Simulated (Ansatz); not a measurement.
**Point defect: P on a B site in BP**

Method: Ansatz, DFT PBE, scalar-relativistic, plane waves, PAW. Settings: 420 eV cutoff, 2×2×2 k-mesh, shifted by half a step, Gaussian smearing of 0.01 eV, collinear spin in charge +1 alone.

Host crystal, relaxed:

```
B P
1.0
     0.00000    2.27410    2.27410
     2.27410    0.00000    2.27410
     2.27410    2.27410    0.00000
B P
1 1
Direct
  0.00000 0.00000 0.00000
  0.25000 0.25000 0.25000
```

Supercell of 32 atoms, rows in host cell vectors: -1 -1 -1; 3 -1 -1; -1 -1 3. Atoms relax at the host's cell from a start displaced at random by 0.05 Å near the defect, so other minima may exist. The cell is small, so energies carry finite-size errors of tenths of an eV. The host's Kohn–Sham gap is 1.25 eV.

Defect: P on a B site at (0.000, 0.000, 0.000) of the host cell, charge 0.

(1) Give the relaxed supercell.

Answers

(1)
```
CELL_PARAMETERS angstrom
-4.54819 -4.54819 -4.54819
-4.54819 4.54819 4.54819
4.54819 4.54819 -4.54819
ATOMIC_POSITIONS crystal
P 0.49969 0.24992 0.25076
B 0.24794 0.24996 0.50465
B 0.99967 0.24995 0.75078
B 0.49967 0.74997 0.75080
B 0.49967 0.50383 0.99905
B 0.24794 0.50381 0.25080
B 0.00523 0.50168 0.50252
B 0.75140 0.50169 0.75638
B 0.75352 0.24997 0.99905
B 0.49967 0.99822 0.50467
B 0.24581 0.99610 0.74520
B 0.24582 0.74437 0.99695
B 0.99966 0.74995 0.25079
B 0.75139 0.75554 0.50253
B 0.99411 0.99612 0.99696
B 0.75351 0.99822 0.25080
P 0.49967 0.97087 0.25081
P 0.24791 0.99820 0.49796
P 0.00074 0.00279 0.75187
P 0.49967 0.50172 0.74972
P 0.49966 0.24997 0.97168
P 0.22069 0.24997 0.25080
P 0.99858 0.24995 0.50254
P 0.75142 0.24996 0.74972
P 0.74685 0.99822 0.99905
P 0.49966 0.74889 0.50256
P 0.25249 0.75104 0.75187
P 0.24791 0.49712 0.99904
P 0.99858 0.50170 0.25079
P 0.77867 0.52897 0.52981
P 0.00074 0.75103 0.00363
P 0.75142 0.74888 0.25079
```
Around the defect: 4 P at 2.20 Å. The run ended with a moment of 0.00 μB (no spin polarisation).